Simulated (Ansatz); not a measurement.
Born–Oppenheimer molecular dynamics of a periodic cell of 17 atoms, Cd₈S₉ (host CdS, host structure P6_3mc, interstitial S). It starts from a relaxed structure.

Level of theory: DFT PBE-D3(BJ), scalar-relativistic, plane waves, PAW in Ansatz 0.2.0. Settings: accuracy low, cutoff 420 eV, k mesh 2x2x2, fermi-dirac smearing 0.05 eV, no spin polarisation.

```json
{
 "ensemble": "NVE (velocity Verlet)",
 "time step": "2 fs",
 "steps asked": "140",
 "starting velocities drawn for": "2400 K",
 "seed": "788822"
}
```

Frames 2 fs apart, positions in Å, forces in eV/Å.

Velocities at 0 fs (Å/ps):

```
Cd 8.03 -0.28 3.11
Cd -4.62 -4.58 3.90
S -8.39 -13.77 -3.46
S -0.09 -1.36 3.69
Cd -0.64 4.19 2.18
Cd -2.46 2.79 -7.84
S 3.06 -4.49 1.89
S 6.16 -8.60 -6.32
Cd 1.61 -1.24 -5.25
Cd 1.00 2.97 -2.22
S -9.84 -3.93 -14.90
S -0.62 18.21 -10.04
Cd 0.41 0.34 10.63
Cd -2.62 -1.40 -1.52
S 1.42 7.12 1.54
S 7.97 1.79 13.45
S -2.16 -4.75 3.69
```

```xyz
17
Lattice="-4.1348 -7.1617 0.0000 6.2022 -3.5808 0.0000 0.0000 0.0000 6.7490" Properties=species:S:1:pos:R:3:forces:R:3 time_fs=0 energy_less_start_eV=0.000 T=2400
Cd -0.053 -4.896 0.063 0.00 0.00 0.01
Cd 2.347 -5.696 3.442 -0.01 0.00 -0.01
S 0.192 -4.730 2.565 -0.01 0.00 0.00
S 2.069 -5.840 5.919 0.01 -0.01 0.00
Cd 4.073 -4.728 0.233 -0.03 -0.02 0.01
Cd 0.217 -2.378 3.475 0.01 -0.01 0.01
S 4.453 -4.535 2.655 0.00 0.01 -0.01
S -0.359 -2.529 5.916 -0.01 0.00 -0.01
Cd 1.592 -1.269 0.106 0.00 0.00 0.02
Cd 4.520 -2.043 2.932 0.02 0.03 0.00
S 2.182 -1.133 2.504 0.01 0.00 -0.02
S 3.146 -2.853 5.633 0.00 -0.02 -0.01
Cd 2.401 -8.208 -0.058 0.00 0.00 0.02
Cd -1.862 -5.942 3.408 -0.01 0.00 0.00
S 2.536 -8.042 2.414 0.01 -0.01 0.01
S -2.047 -6.136 5.903 0.00 0.01 0.01
S 0.311 -8.401 5.341 0.00 0.01 -0.02
17
Lattice="-4.1348 -7.1617 0.0000 6.2022 -3.5808 0.0000 0.0000 0.0000 6.7490" Properties=species:S:1:pos:R:3:forces:R:3 time_fs=2 energy_less_start_eV=0.039 T=2381
Cd -0.037 -4.897 0.069 -0.04 0.01 -0.02
Cd 2.338 -5.705 3.450 0.00 0.09 0.00
S 0.175 -4.758 2.558 0.13 0.17 0.12
S 2.069 -5.843 5.926 0.13 -0.02 -0.04
Cd 4.072 -4.720 0.237 -0.02 -0.03 -0.17
Cd 0.212 -2.372 3.459 0.04 -0.19 0.04
S 4.459 -4.545 2.659 -0.14 0.14 -0.04
S -0.347 -2.546 5.904 -0.17 0.15 0.05
Cd 1.595 -1.271 0.096 -0.14 0.04 -0.07
Cd 4.522 -2.037 2.927 -0.03 0.02 0.00
S 2.163 -1.140 2.474 0.20 0.06 0.23
S 3.145 -2.816 5.613 -0.22 -0.71 0.17
Cd 2.402 -8.207 -0.037 0.01 -0.03 -0.14
Cd -1.868 -5.945 3.405 -0.08 -0.10 0.15
S 2.539 -8.028 2.417 -0.01 -0.11 0.10
S -2.031 -6.132 5.930 -0.11 0.03 -0.22
S 0.306 -8.411 5.349 0.45 0.47 -0.17
17
Lattice="-4.1348 -7.1617 0.0000 6.2022 -3.5808 0.0000 0.0000 0.0000 6.7490" Properties=species:S:1:pos:R:3:forces:R:3 time_fs=4 energy_less_start_eV=0.155 T=2325
Cd -0.021 -4.897 0.075 -0.08 0.03 -0.05
Cd 2.329 -5.714 3.458 0.01 0.19 0.02
S 0.158 -4.785 2.551 0.26 0.33 0.23
S 2.069 -5.845 5.934 0.25 -0.03 -0.07
Cd 4.071 -4.711 0.242 -0.02 -0.04 -0.32
Cd 0.207 -2.367 3.443 0.08 -0.37 0.09
S 4.465 -4.553 2.662 -0.28 0.27 -0.07
S -0.335 -2.563 5.891 -0.31 0.28 0.09
Cd 1.598 -1.274 0.085 -0.28 0.07 -0.17
Cd 4.524 -2.031 2.923 -0.08 0.02 0.00
S 2.143 -1.148 2.445 0.38 0.11 0.48
S 3.143 -2.781 5.593 -0.52 -1.44 0.32
Cd 2.402 -8.206 -0.016 0.01 -0.06 -0.30
Cd -1.873 -5.948 3.402 -0.15 -0.19 0.30
S 2.542 -8.014 2.420 -0.02 -0.21 0.19
S -2.015 -6.129 5.956 -0.22 0.04 -0.42
S 0.303 -8.420 5.356 0.97 0.98 -0.33
17
Lattice="-4.1348 -7.1617 0.0000 6.2022 -3.5808 0.0000 0.0000 0.0000 6.7490" Properties=species:S:1:pos:R:3:forces:R:3 time_fs=6 energy_less_start_eV=0.338 T=2237
Cd -0.005 -4.898 0.082 -0.12 0.06 -0.09
Cd 2.319 -5.723 3.465 0.01 0.30 0.04
S 0.142 -4.812 2.544 0.40 0.48 0.34
S 2.070 -5.848 5.941 0.38 -0.04 -0.10
Cd 4.069 -4.703 0.246 -0.03 -0.06 -0.45
Cd 0.202 -2.361 3.428 0.12 -0.54 0.15
S 4.471 -4.562 2.666 -0.42 0.40 -0.10
S -0.323 -2.580 5.878 -0.43 0.40 0.12
Cd 1.601 -1.276 0.075 -0.42 0.12 -0.27
Cd 4.526 -2.025 2.918 -0.13 0.01 0.01
S 2.124 -1.156 2.416 0.56 0.16 0.74
S 3.141 -2.747 5.574 -0.87 -2.17 0.45
Cd 2.403 -8.206 0.005 0.02 -0.09 -0.47
Cd -1.878 -5.951 3.399 -0.22 -0.28 0.42
S 2.544 -8.000 2.424 -0.03 -0.31 0.29
S -2.000 -6.125 5.983 -0.33 0.05 -0.61
S 0.300 -8.428 5.363 1.52 1.52 -0.47
17
Lattice="-4.1348 -7.1617 0.0000 6.2022 -3.5808 0.0000 0.0000 0.0000 6.7490" Properties=species:S:1:pos:R:3:forces:R:3 time_fs=8 energy_less_start_eV=0.572 T=2125
Cd 0.011 -4.898 0.088 -0.16 0.08 -0.13
Cd 2.310 -5.732 3.473 0.00 0.40 0.06
S 0.126 -4.838 2.538 0.54 0.61 0.44
S 2.070 -5.851 5.948 0.49 -0.05 -0.13
Cd 4.068 -4.694 0.250 -0.03 -0.08 -0.56
Cd 0.198 -2.356 3.412 0.16 -0.70 0.22
S 4.476 -4.570 2.669 -0.57 0.53 -0.13
S -0.312 -2.596 5.866 -0.54 0.51 0.14
Cd 1.604 -1.279 0.064 -0.56 0.16 -0.38
Cd 4.527 -2.019 2.914 -0.17 0.00 0.01
S 2.106 -1.163 2.388 0.73 0.20 1.00
S 3.138 -2.716 5.555 -1.23 -2.84 0.53
Cd 2.404 -8.205 0.026 0.04 -0.13 -0.63
Cd -1.884 -5.954 3.397 -0.29 -0.37 0.54
S 2.547 -7.986 2.428 -0.03 -0.41 0.38
S -1.984 -6.121 6.008 -0.44 0.06 -0.77
S 0.299 -8.434 5.369 2.05 2.02 -0.59
17
Lattice="-4.1348 -7.1617 0.0000 6.2022 -3.5808 0.0000 0.0000 0.0000 6.7490" Properties=species:S:1:pos:R:3:forces:R:3 time_fs=10 energy_less_start_eV=0.831 T=2000
Cd 0.027 -4.899 0.094 -0.20 0.12 -0.16
Cd 2.301 -5.741 3.481 0.00 0.50 0.08
S 0.111 -4.864 2.533 0.68 0.74 0.53
S 2.072 -5.854 5.955 0.60 -0.07 -0.17
Cd 4.067 -4.686 0.254 -0.03 -0.11 -0.65
Cd 0.193 -2.351 3.397 0.21 -0.85 0.29
S 4.480 -4.577 2.673 -0.71 0.65 -0.17
S -0.301 -2.611 5.854 -0.62 0.60 0.15
Cd 1.607 -1.281 0.053 -0.70 0.21 -0.50
Cd 4.529 -2.013 2.909 -0.21 -0.01 0.02
S 2.088 -1.171 2.361 0.88 0.25 1.26
S 3.134 -2.688 5.537 -1.51 -3.39 0.57
Cd 2.405 -8.204 0.047 0.06 -0.16 -0.79
Cd -1.889 -5.957 3.394 -0.37 -0.45 0.64
S 2.550 -7.973 2.432 -0.03 -0.51 0.47
S -1.970 -6.117 6.032 -0.54 0.07 -0.92
S 0.301 -8.437 5.375 2.50 2.42 -0.67
17
Lattice="-4.1348 -7.1617 0.0000 6.2022 -3.5808 0.0000 0.0000 0.0000 6.7490" Properties=species:S:1:pos:R:3:forces:R:3 time_fs=12 energy_less_start_eV=1.089 T=1876
Cd 0.043 -4.899 0.100 -0.24 0.15 -0.20
Cd 2.292 -5.749 3.489 -0.01 0.60 0.11
S 0.096 -4.889 2.528 0.81 0.84 0.61
S 2.074 -5.857 5.962 0.71 -0.08 -0.19
Cd 4.065 -4.678 0.257 -0.02 -0.13 -0.72
Cd 0.188 -2.347 3.381 0.25 -0.99 0.37
S 4.484 -4.584 2.676 -0.85 0.76 -0.20
S -0.292 -2.626 5.842 -0.70 0.68 0.16
Cd 1.609 -1.283 0.042 -0.83 0.27 -0.61
Cd 4.531 -2.007 2.905 -0.25 -0.02 0.03
S 2.072 -1.177 2.336 1.02 0.28 1.50
S 3.127 -2.664 5.519 -1.66 -3.76 0.55
Cd 2.406 -8.204 0.068 0.08 -0.20 -0.94
Cd -1.895 -5.960 3.392 -0.44 -0.52 0.74
S 2.553 -7.961 2.437 -0.02 -0.61 0.56
S -1.956 -6.113 6.056 -0.65 0.07 -1.05
S 0.306 -8.438 5.379 2.79 2.65 -0.71
17
Lattice="-4.1348 -7.1617 0.0000 6.2022 -3.5808 0.0000 0.0000 0.0000 6.7490" Properties=species:S:1:pos:R:3:forces:R:3 time_fs=14 energy_less_start_eV=1.324 T=1763
Cd 0.059 -4.900 0.106 -0.28 0.19 -0.24
Cd 2.282 -5.758 3.497 -0.02 0.71 0.13
S 0.083 -4.912 2.524 0.94 0.94 0.68
S 2.077 -5.860 5.968 0.80 -0.10 -0.22
Cd 4.064 -4.670 0.261 -0.02 -0.16 -0.77
Cd 0.183 -2.342 3.366 0.30 -1.12 0.44
S 4.486 -4.589 2.679 -0.98 0.87 -0.23
S -0.283 -2.640 5.830 -0.76 0.74 0.17
Cd 1.612 -1.285 0.031 -0.94 0.33 -0.71
Cd 4.533 -2.001 2.901 -0.29 -0.04 0.04
S 2.057 -1.184 2.312 1.15 0.32 1.72
S 3.119 -2.645 5.502 -1.62 -3.90 0.49
Cd 2.407 -8.203 0.088 0.11 -0.25 -1.08
Cd -1.901 -5.963 3.390 -0.51 -0.58 0.83
S 2.555 -7.949 2.442 -0.01 -0.71 0.63
S -1.943 -6.109 6.078 -0.74 0.08 -1.16
S 0.314 -8.435 5.383 2.88 2.68 -0.72
17
Lattice="-4.1348 -7.1617 0.0000 6.2022 -3.5808 0.0000 0.0000 0.0000 6.7490" Properties=species:S:1:pos:R:3:forces:R:3 time_fs=16 energy_less_start_eV=1.523 T=1667
Cd 0.074 -4.900 0.112 -0.32 0.23 -0.27
Cd 2.273 -5.766 3.505 -0.03 0.81 0.16
S 0.071 -4.935 2.520 1.05 1.02 0.74
S 2.080 -5.863 5.974 0.89 -0.11 -0.24
Cd 4.063 -4.662 0.264 -0.01 -0.18 -0.82
Cd 0.179 -2.338 3.351 0.34 -1.24 0.52
S 4.488 -4.594 2.682 -1.10 0.96 -0.26
S -0.275 -2.654 5.819 -0.81 0.80 0.17
Cd 1.613 -1.288 0.020 -1.04 0.39 -0.79
Cd 4.534 -1.995 2.896 -0.33 -0.06 0.07
S 2.043 -1.190 2.291 1.26 0.35 1.90
S 3.108 -2.631 5.486 -1.38 -3.81 0.39
Cd 2.408 -8.203 0.107 0.14 -0.29 -1.22
Cd -1.906 -5.967 3.388 -0.58 -0.63 0.91
S 2.558 -7.938 2.448 0.00 -0.80 0.70
S -1.930 -6.105 6.099 -0.82 0.08 -1.25
S 0.325 -8.429 5.386 2.74 2.49 -0.70
17
Lattice="-4.1348 -7.1617 0.0000 6.2022 -3.5808 0.0000 0.0000 0.0000 6.7490" Properties=species:S:1:pos:R:3:forces:R:3 time_fs=18 energy_less_start_eV=1.686 T=1588
Cd 0.090 -4.900 0.118 -0.36 0.26 -0.30
Cd 2.264 -5.774 3.513 -0.04 0.91 0.18
S 0.060 -4.956 2.518 1.15 1.09 0.79
S 2.086 -5.866 5.980 0.96 -0.12 -0.25
Cd 4.061 -4.653 0.267 0.00 -0.20 -0.85
Cd 0.174 -2.335 3.336 0.37 -1.34 0.59
S 4.488 -4.598 2.684 -1.20 1.04 -0.29
S -0.268 -2.666 5.807 -0.86 0.84 0.17
Cd 1.615 -1.289 0.008 -1.12 0.46 -0.86
Cd 4.536 -1.989 2.892 -0.36 -0.08 0.09
S 2.031 -1.196 2.272 1.36 0.38 2.05
S 3.096 -2.621 5.470 -0.96 -3.55 0.28
Cd 2.409 -8.203 0.127 0.18 -0.33 -1.33
Cd -1.913 -5.971 3.386 -0.64 -0.68 0.97
S 2.561 -7.929 2.455 0.01 -0.89 0.75
S -1.919 -6.101 6.118 -0.90 0.08 -1.32
S 0.340 -8.420 5.388 2.40 2.13 -0.66
17
Lattice="-4.1348 -7.1617 0.0000 6.2022 -3.5808 0.0000 0.0000 0.0000 6.7490" Properties=species:S:1:pos:R:3:forces:R:3 time_fs=20 energy_less_start_eV=1.821 T=1523
Cd 0.105 -4.901 0.123 -0.40 0.29 -0.34
Cd 2.255 -5.781 3.521 -0.05 1.01 0.21
S 0.050 -4.976 2.516 1.24 1.15 0.82
S 2.092 -5.870 5.986 1.01 -0.12 -0.26
Cd 4.060 -4.645 0.269 0.01 -0.21 -0.88
Cd 0.170 -2.332 3.321 0.40 -1.43 0.65
S 4.486 -4.600 2.686 -1.28 1.10 -0.31
S -0.261 -2.677 5.796 -0.89 0.87 0.17
Cd 1.616 -1.291 -0.004 -1.18 0.53 -0.90
Cd 4.537 -1.983 2.887 -0.40 -0.10 0.12
S 2.020 -1.201 2.255 1.44 0.40 2.16
S 3.083 -2.615 5.454 -0.43 -3.17 0.17
Cd 2.410 -8.203 0.146 0.22 -0.38 -1.44
Cd -1.919 -5.975 3.385 -0.69 -0.72 1.04
S 2.563 -7.920 2.463 0.03 -0.98 0.79
S -1.909 -6.097 6.135 -0.96 0.08 -1.37
S 0.358 -8.409 5.389 1.94 1.67 -0.62
17
Lattice="-4.1348 -7.1617 0.0000 6.2022 -3.5808 0.0000 0.0000 0.0000 6.7490" Properties=species:S:1:pos:R:3:forces:R:3 time_fs=22 energy_less_start_eV=1.936 T=1467
Cd 0.121 -4.901 0.129 -0.44 0.32 -0.37
Cd 2.245 -5.789 3.529 -0.05 1.10 0.23
S 0.042 -4.995 2.516 1.31 1.20 0.84
S 2.099 -5.873 5.992 1.05 -0.13 -0.27
Cd 4.059 -4.637 0.271 0.03 -0.21 -0.90
Cd 0.166 -2.329 3.306 0.41 -1.50 0.71
S 4.483 -4.601 2.688 -1.34 1.14 -0.33
S -0.257 -2.687 5.785 -0.92 0.89 0.17
Cd 1.617 -1.293 -0.016 -1.22 0.60 -0.91
Cd 4.538 -1.978 2.883 -0.44 -0.13 0.16
S 2.011 -1.206 2.241 1.50 0.42 2.22
S 3.069 -2.613 5.439 0.14 -2.73 0.06
Cd 2.411 -8.203 0.164 0.26 -0.41 -1.53
Cd -1.925 -5.979 3.384 -0.72 -0.75 1.09
S 2.566 -7.912 2.472 0.05 -1.05 0.81
S -1.900 -6.093 6.151 -1.01 0.08 -1.42
S 0.378 -8.396 5.390 1.40 1.16 -0.57
```

Of the whole run (280 fs, mean temperature of the second half 914 K): The conserved energy stayed within 0.42 meV per atom of its start (net change 0.29 meV per atom), so the integration is sound. A run of 0.28 ps of so small a system gives no equilibrium averages. Limits of this set-up: coarse k mesh, a small cell, in which the defect meets its images, a typed lattice constant that wasn't relaxed here, low accuracy level.

Run time: 17 min on 2 threads of Arm Neoverse V2, with other jobs on the host, peak memory 1.2 GiB.
